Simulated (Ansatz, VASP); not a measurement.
# SnO in VASP and in Ansatz

The input INCAR:

```
PREC = Accurate
ENCUT = 520
EDIFF = 1E-8
ISMEAR = -1
SIGMA = 0.02
LREAL = False
LASPH = True
NELM = 80
ALGO = Normal
ISIF = 2
LWAVE = False
LCHARG = False
GGA = CA
LEFG = True
NBANDS = 28
```

KPOINTS

```
Automatic mesh
0
Gamma
  6 6 5
```

POSCAR

```
SnO
1.0
    3.8146313220      0.0000000000      0.0000000000
    0.0000000000      3.8146313220      0.0000000000
    0.0000000000      0.0000000000      4.8520665632
Sn O
2 2
Direct
    0.0000000000      0.5000000000      0.2385000000
    0.5000000000      0.0000000000      0.7615000000
    0.0000000000      0.0000000000      0.0000000000
    0.5000000000      0.5000000000      0.0000000000
```

Input for Ansatz:

```yaml
crystal:
  lattice:
    - [3.814631322, 0.0, 0.0]
    - [0.0, 3.814631322, 0.0]
    - [0.0, 0.0, 4.8520665632]
  atoms:
    - { symbol: Sn, position: [0.0, 0.5, 0.2385] }
    - { symbol: Sn, position: [0.5, 0.0, 0.7615] }
    - { symbol: O, position: [0.0, 0.0, 0.0] }
    - { symbol: O, position: [0.5, 0.5, 0.0] }
kpoints:
  mp_grid: { grid: [6, 6, 5] }
scf:
  occupations: { method: fermi_dirac, width: 0.02 }
hamiltonian:
  xc: lda
  pseudopotentials: { kind: all_electron, datasets: crystal }
output:
  forces: true
  stress: true
  eigenvalues: true
  efg: { contact_densities: true }
```

Change from the starting cell: volume scaled by 1.01, crystal datasets.

Alike in both runs: task electric field gradients; functional LDA; k mesh 6 × 6 × 5; occupations fermi-dirac, width 0.02 eV; no spin polarisation.

|  | VASP | Ansatz |
| --- | --- | --- |
| version | VASP 6.6.1 | Ansatz 0.2.0 |
| potentials or method | VASP PAW LDA potentials, release 64 (Sn_d, O) | all-electron PAW with datasets made for the crystal, scalar-relativistic |
| plane-wave cutoff (eV) | 520 | see its input |

|  | VASP | Ansatz | Ansatz less VASP |
| --- | --- | --- | --- |
| pressure (GPa) | -3.4 | -3.7 | -0.32 |
| largest component of the traceless stress (GPa) | 0.26 | 0.24 | -0.012 |
| rms of the force components (eV/Å) | 0.117 | 0.160 | +0.0429 |
| Vzz of the field gradient on the site that differs most (V/Å²) | -163.3 | -167.6 | -4.28 |

Atom by atom the forces differ by 0.043 eV/Å (rms over components). Ansatz ran all-electron here, so the differences hold the error of VASP's frozen core and of both bases. Ansatz warned: «gradients_without_spin_orbit».

Caveats: spin-orbit coupling is left out, which moves the levels of the heavy elements; an odd mesh through Γ misses points on the zone boundary, where band edges often lie.
